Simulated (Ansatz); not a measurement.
## Ionic part of the dielectric constant of AlP at 25 GPa, mode by mode

Level of theory: DFT PBE, scalar-relativistic, plane waves, PAW in Ansatz. Cutoff 420 eV, 10×10×10 k-points (Γ-centred), fixed occupations. No spin polarisation. Phonons by linear response, acoustic sum rule imposed.

Symmetry: F-43m, No. 216, cubic system. The conventional cell has a = 5.151 Å, b = 5.151 Å, c = 5.151 Å, α = 90.00°, β = 90.00°, γ = 90.00°. Al (site symmetry -43m) has 4 P at 2.23 Å as nearest neighbours. Around P (site symmetry -43m) lie 4 Al at 2.23 Å.

Other phases may be more stable at this pressure.

The primitive cell has V = 34.17 Å³ and ε∞,zz = 8.132. Each polar mode adds Δε = (4.92064×10⁷/V)·S/ν² along z, with S its oscillator strength in e²/amu, ν in cm⁻¹ and V in Å³.

Q: From these modes, find each Δε and ε0,zz.
```csv
ν (cm⁻¹),S_zz (e²/amu)
540.3,0.3151
```

A:
```csv
ν (cm⁻¹),Δε
540.3,1.55
```

The sum is 1.554, so ε0,zz = 9.69; the run's tensor has 9.69.

Q: Where do the longitudinal modes lie for a wave vector along z?

A: At 590 cm⁻¹. The Lyddane–Sachs–Teller product Π(ν_LO/ν_TO)² = 1.19 matches ε0/ε∞ = 1.19.

Cost: 1 run of about 0.3 core-minutes, on Intel Xeon 6975P-C (Granite Rapids) (shared hosts).

The static dielectric response of AlP here is mainly electronic: the lattice adds only 1.55 to an ε∞ of 8.132. This fits a polar but strongly covalent sp³ network, in which moderate dynamical charges act against stiff Al–P bonds. The light atoms help to place the transverse mode as high as 540.3 cm⁻¹, but they do not themselves make the ionic term small, because the masses cancel between oscillator strength and squared frequency. What remains is the balance of effective charge, restoring force and cell volume.

The longitudinal mode lies higher, at 590 cm⁻¹, because its macroscopic field adds a restoring force, which the electrons screen. Semilocal functionals usually underestimate the gap and so tend to overestimate ε∞; the splitting is therefore probably somewhat too small for the given oscillator strength. The Lyddane–Sachs–Teller agreement shows internal consistency and does not test this error. With a single compressed volume, the separate effects of pressure on bond stiffness and effective charge remain undetermined.
